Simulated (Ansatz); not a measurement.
AlSb:
```
CELL_PARAMETERS angstrom
      0.00000     3.07856     3.07856
      3.07856     0.00000     3.07856
      3.07856     3.07856     0.00000
ATOMIC_POSITIONS crystal
  Sb 0.75000 0.75000 0.75000
  Al 0.00000 0.00000 0.00000
```

Relaxed with PBEsol. Special points in fractions of this cell's reciprocal vectors: Γ (0.000, 0.000, 0.000); X (0.500, 0.000, 0.500); U (0.625, 0.250, 0.625); K (0.375, 0.375, 0.750); L (0.500, 0.500, 0.500); W (0.500, 0.250, 0.750).

Problem. List the band energies nearest the valence-band maximum at these points for PBEsol with spin–orbit coupling in the plane-wave PAW code Ansatz.

Solution. In eV from the valence-band maximum; about four levels below and three above (degenerate sets whole), none deeper than 8.9 eV; points with the same levels are listed once.

```json
[
 {"k": "Γ", "below": "0.00 0.00 0.00 0.00", "above": "1.26 1.26 2.86 2.86"},
 {"k": "X", "below": "-2.55 -2.55 -2.25 -2.25", "above": "0.93 0.93 1.18 1.18"},
 {"k": "U", "below": "-3.60 -3.37 -2.05 -2.03", "above": "1.41 1.42 3.73"},
 {"k": "L", "below": "-1.31 -1.31 -0.93 -0.93", "above": "1.06 1.06 3.47 3.47"},
 {"k": "W", "below": "-3.46 -3.13 -2.95 -2.89", "above": "3.59 3.65 4.11"}
]
```

Space group F-43m (zinc blende). The cell was relaxed with PBEsol under the symmetry of its start.

Potentials: the later of the program's two PAW sets.
